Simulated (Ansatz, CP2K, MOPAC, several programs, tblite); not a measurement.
Energy against volume for MgH₂ (anatase), at fixed shape and fractional coordinates, computed by several methods (PBE and r2SCAN, where shown, with plane waves in Ansatz); the cell shown is that of r2SCAN. With free coordinates or axes held, a curve is too stiff, and on another method's shape its minimum isn't the method's own volume. Space group I4_1/amd (No. 141), tetragonal; conventional cell a = 3.781 Å, c = 9.387 Å, 11.19 Å³ an atom. Around Mg lie 6 H at 1.93–1.97 Å; around H lie 3 Mg at 1.93–1.97 Å. Spin-unpolarised throughout. Whether this structure exists isn't addressed. Energies count from each curve's lowest point; fits are third-order Birch-Murnaghan.

```cif
data_structure
_symmetry_space_group_name_H-M 'I4_1/amd:1'
_symmetry_Int_Tables_number 141
_cell_length_a 3.7813
_cell_length_b 3.7813
_cell_length_c 9.3872
_cell_angle_alpha 90.000
_cell_angle_beta 90.000
_cell_angle_gamma 90.000
_cell_volume 134.22
loop_
_atom_site_label
_atom_site_type_symbol
_atom_site_symmetry_multiplicity
_atom_site_Wyckoff_symbol
_atom_site_fract_x
_atom_site_fract_y
_atom_site_fract_z
_atom_site_occupancy
Mg1 Mg 4 a 0.00000 0.50000 0.25000 1
H1 H 8 e 0.00000 0.50000 0.03982 1
```

PBE, on the shape of its own relaxed cell:
```
V (Å³/atom)  E (meV/atom)
     10.748          6.50
     11.092          1.58
     11.435          0.00
     11.778          1.33
     12.121          5.22
```
V₀ = 11.44 Å³ an atom and B₀ = 45 GPa.

PM7 (MOPAC), on the shape of the cell shown, as a cluster of 108 atoms at the zone centre:
```tsv
V (Å³/atom)	E (meV/atom)
9.843	473.73
10.514	267.43
11.185	129.93
11.856	43.15
12.527	0.00
```
The lowest point is an end point, so the minimum isn't bracketed.

light PBE (260 eV, its own mesh), on the shape of the cell shown:
```csv
V (Å³/atom),E (meV/atom)
10.290,20.54
10.738,7.56
11.185,2.28
11.632,0.00
12.080,4.16
12.527,9.63
```
The points scatter about a smooth fit, as a low cutoff and a light mesh can make them, so no fit is quoted.

PBE/DZVP (CP2K), on the shape of the cell shown:
```tsv
V (Å³/atom)	E (meV/atom)
9.843	29.19
10.514	6.27
11.185	0.00
11.856	6.48
12.527	22.77
```
V₀ = 11.15 Å³ an atom and B₀ = 51 GPa.

GFN1-xTB (tblite), on the shape of the cell shown, as a cluster of 108 atoms at the zone centre:
```
V (Å³/atom)  E (meV/atom)
      9.843        141.50
     10.514         85.92
     11.185         46.97
     11.856         19.66
     12.527          0.00
```
This method closes the gap of a crystal that DFT finds insulating, so its curve rests on a wrong state.
The lowest point is an end point, so the minimum isn't bracketed.
